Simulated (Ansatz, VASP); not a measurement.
## CsBr: VASP beside Ansatz

INCAR

```
PREC = Accurate
ENCUT = 520
EDIFF = 1E-7
ISMEAR = -1
SIGMA = 0.05
LREAL = F
LASPH = T
NELM = 100
ALGO = Normal
ISIF = 2
LWAVE = F
LCHARG = F
GGA = PE
NBANDS = 15
```

File KPOINTS:

```
Automatic mesh
0
Gamma
  6 6 6
```

File POSCAR:

```
CsBr
1.0
    4.3542695596      0.0000000000      0.0000000000
    0.0000000000      4.3542695596      0.0000000000
    0.0000000000      0.0000000000      4.3542695596
Cs Br
1 1
Direct
    0.0000000000      0.0000000000      0.0000000000
    0.5000000000      0.5000000000      0.5000000000
```

File input.yaml:

```yaml
crystal:
  lattice:
    - [4.3542695596, 0.0, 0.0]
    - [0.0, 4.3542695596, 0.0]
    - [0.0, 0.0, 4.3542695596]
  atoms:
    - { symbol: Cs, position: [0.0, 0.0, 0.0] }
    - { symbol: Br, position: [0.5, 0.5, 0.5] }
hamiltonian:
  xc: pbe
  pseudopotentials: { kind: paw }
kpoints:
  mp_grid: { grid: [6, 6, 6] }
scf:
  occupations: { method: fermi_dirac, width: 0.05 }
output:
  forces: true
  stress: true
  eigenvalues: true
  write_density: true
  write_potential: true
  elf: true
  volumetric_format: npy
```

Change from the starting cell: volume scaled by 1.02.

Alike in both runs: task single point; functional PBE; k mesh 6 × 6 × 6; occupations fermi-dirac, width 0.05 eV; no spin polarisation.

```csv
,VASP,Ansatz
version,VASP 6.6.1,Ansatz 0.2.0
potentials or method,"VASP PAW PBE potentials, release 64 (Cs_sv, Br)",Ansatz PAW
plane-wave cutoff (eV),520,420
valence electrons in the cell,16,16
```

VASP gave:

| Quantity | Value |
| --- | --- |
| gap on the k mesh at the Fermi level (eV) | 4.33 |
| least direct gap on the mesh (eV) | 4.35 |
| pressure (GPa) | 0.4 |

**Question.** Estimate Ansatz's values.

**Answer.** gap on the k mesh at the Fermi level (eV): 4.34; least direct gap on the mesh (eV): 4.36; pressure (GPa): 0.3.

With one functional, cell and mesh, what is left measures potentials, basis and numerics.

Caveats: spin-orbit coupling is left out, which moves the levels of the heavy elements. A k mesh can miss the band edges.
